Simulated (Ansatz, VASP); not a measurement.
Two plane-wave programs on Be

Contents of INCAR:

```
  PREC = Accurate
  ENCUT = 520
  EDIFF = 1E-6
  ISMEAR = -1
  SIGMA = 0.1
  LREAL = False
  LASPH = True
  NELM = 60
  ALGO = Normal
  ISIF = 2
  LWAVE = False
  LCHARG = False
  GGA = PE
  NBANDS = 7
```

The input KPOINTS:

```
Automatic mesh
0
Gamma
  13 13 13
```

POSCAR

```
Be
1.0
   -1.2572631535      1.2572631535      1.2572631535
    1.2572631535     -1.2572631535      1.2572631535
    1.2572631535      1.2572631535     -1.2572631535
Be
1
Direct
    0.0000000000      0.0000000000      0.0000000000
```

Input for Ansatz:

```yaml
crystal:
  lattice:
    - [-1.2572631535065921, 1.2572631535065921, 1.2572631535065921]
    - [1.2572631535065921, -1.2572631535065921, 1.2572631535065921]
    - [1.2572631535065921, 1.2572631535065921, -1.2572631535065921]
  atoms:
    - { symbol: Be, position: [0.0, 0.0, 0.0] }
basis:
  ecutwfc: 550.0
kpoints:
  mp_grid:
    grid: [13, 13, 13]
hamiltonian:
  xc: pbe
  pseudopotentials:
    kind: paw
scf:
  occupations:
    method: fermi_dirac
output:
  stress: true
```

This isn't the form of Be at room conditions, which is hcp.

Alike in both runs: task single point; functional PBE; k mesh 13 × 13 × 13; no spin polarisation.

```csv
,VASP,Ansatz
version,VASP 6.6.1,Ansatz 0.2.0
potentials or method,"VASP PAW PBE potentials, release 64 (Be)","plane waves, PAW"
plane-wave cutoff (eV),520,550
occupations,"fermi-dirac, width 0.1 eV",fermi-dirac
valence electrons in the cell,2,2
```

|  | VASP | Ansatz | Ansatz less VASP |
| --- | --- | --- | --- |
| pressure (GPa) | -1.8 | -2.0 | -0.14 |
